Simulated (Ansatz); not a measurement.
**Indium, body-centred tetragonal under BLYP: from relaxation to bulk modulus**

What does BLYP give for indium in the body-centred tetragonal structure? We relax it, solve it on a dense k-mesh, switch on spin-orbit coupling, then scale the cell to 7 volumes from 88 to 112 % of the relaxed one and try a fit of the equation of state. The k-meshes are 12×12×14 for the relaxation; 18×18×21 for the dense run; 11×11×13 for spin-orbit coupling; 18×18×21 for the volumes. It starts from a deposited cell (COD).

Program: Ansatz 0.2.0. Level of theory: DFT BLYP, plane waves (420 eV) with PAW, scalar-relativistic; PBE-made PAW files. These are calculated values, not measurements.

### 1 Starting point

It takes space group I4/mmm (No. 139, tetragonal). Conventional cell: a = 3.251 Å, b = 3.251 Å, c = 4.947 Å, α = 90.00°, β = 90.00°, γ = 90.00°. Around In (site symmetry 4/mmm) lie 12 In at 3.25 to 3.38 Å.

Coordinates:

```
In
1.0
    -1.62547    1.62547    2.47370
     1.62547   -1.62547    2.47370
     1.62547    1.62547   -2.47370
In
1
Cartesian
  0.0000 0.0000 0.0000
```

### 2 Geometry optimisation

input.yaml reads:

```yaml
crystal:
  lattice:
    - [-1.62547, 1.62547, 2.4737]
    - [1.62547, -1.62547, 2.4737]
    - [1.62547, 1.62547, -2.4737]
  atoms:
    - { symbol: In, position: [0.0, 0.0, 0.0] }
hamiltonian:
  xc: blyp
  pseudopotentials:
    kind: paw
    azcp:
      In: "pseudopotentials/In.paw.azcp"
basis:
  ecutwfc: 420
  fft_grid_basis: typed
kpoints:
  mp_grid: { grid: [12, 12, 14], shift: [0, 0, 0] }
magnetization:
  spin_polarized: false
scf:
  occupations: { method: fermi_dirac, width: 0.1 }
relax:
  max_steps: 60
  f_tol: 0.01
  cell: {}
```

After this run come: Single point on a dense mesh; With spin-orbit coupling; Equation of state: 88 %; Equation of state: 92 %; Equation of state: 96 %; Equation of state: 100 %; Equation of state: 104 %; Equation of state: 108 %; Equation of state: 112 %.

What does the calculation give? Wanted: space group; conventional cell; volume; shortest distance; gap on the mesh; V₀, B₀, B₀′.

The runs gave:

| quantity | value |
| --- | --- |
| space group (spins left aside) | C2/m (No. 12) |
| conventional cell | a = 4.827 Å, b = 4.820 Å, c = 3.568 Å, β = 131.51° |
| volume | 31.088 Å³/atom |
| shortest distance | 3.411 Å |
| against the deposited volume | +18.9 % (26.144 Å³/atom) |
| gap on the mesh | none (levels filled in part) |
| V₀, B₀, B₀′ | 31.022 Å³/atom, 23 GPa, 5.2 |

What this shows: The relaxed volume lies 18.9 % above the deposited cell. Levels at the Fermi energy are filled in part, as in a metal. Totals with and without spin-orbit coupling (-2.0 eV/atom apart) can't be read as binding, since the two-component data shift the zero of energy. B₀ comes out at 23 GPa; letting shape and positions relax at each volume could only lower it.
